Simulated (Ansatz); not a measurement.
Fixed-spin-moment curve of NbN

We look at NbN: a measured crystal structure (space group Fm-3m), with 2 atoms per cell. Source: COD entry 1539407; the sample's temperature and pressure aren't taken into account, and it need not be the stable phase.

```
Nb N
1.0
     0.00000    2.19100    2.19100
     2.19100    0.00000    2.19100
     2.19100    2.19100    0.00000
Nb N
1 1
Direct
  0.50000 0.50000 0.50000
  0.00000 0.00000 0.00000
```

Numbers behind element symbols give the atom's place in this list.

Computed with DFT, PBE, PAW, plane waves, scalar-relativistic (Ansatz development build ahead of 0.2.0).

| Setting | Value |
| --- | --- |
| Plane-wave cutoff | 420 eV |
| k-point mesh | 7×7×7 (Γ-centred) |
| Occupations | Fermi–Dirac smearing, 0.02 eV |

Site moments are integrals over atomic spheres and don't add up to the total.

For a metal this mesh leaves errors of several meV/atom.

Each run fixes N↑ − N↓ and starts with that moment spread in parallel over the Nb atoms; no search for lower states follows. Energies are free energies per cell above the lowest run, the runs with a free moment included. A row is the solution that its start led to, not a proven minimum at that M. The run at M = 0 starts without moments and gives the spin-unpolarised solution. The cell holds one magnetic atom, so only parallel order fits; orders in a larger cell may lie lower. The program warns that the SCF threshold is loose for stress, so pressures can be off by 0.1 GPa or more.

The run at M = 0.52 μB took 0.58 s on 2 threads of Arm Neoverse V2 (shared host), peak memory 0.25 GiB.

```
fixed M (μB/cell)  F − F(lowest) (meV/cell)  moments of Nb1 (μB)  pressure (GPa)
             0.00                         0                 0.00             8.6
             0.13                         2                 0.07             8.6
             0.26                        18                 0.13             8.8
             0.39                        64                 0.20             9.6
             0.52                       123                 0.26            10.5
             0.65                       186                 0.31            11.5
             0.78                       256                 0.37            12.6
             0.91                       336                 0.43            13.9
             1.04                       428                 0.50            15.4
```

The lowest fixed-moment run is the one at M = 0.00 μB (0 meV). With the constraint released: “usual moment, free total moment [Nb1 1.00 μB]” ends at 0.05 μB, 0 meV; “usual moment scaled by 0.1, free total moment [Nb1 0.10 μB]” ends at 0.05 μB, 0 meV.
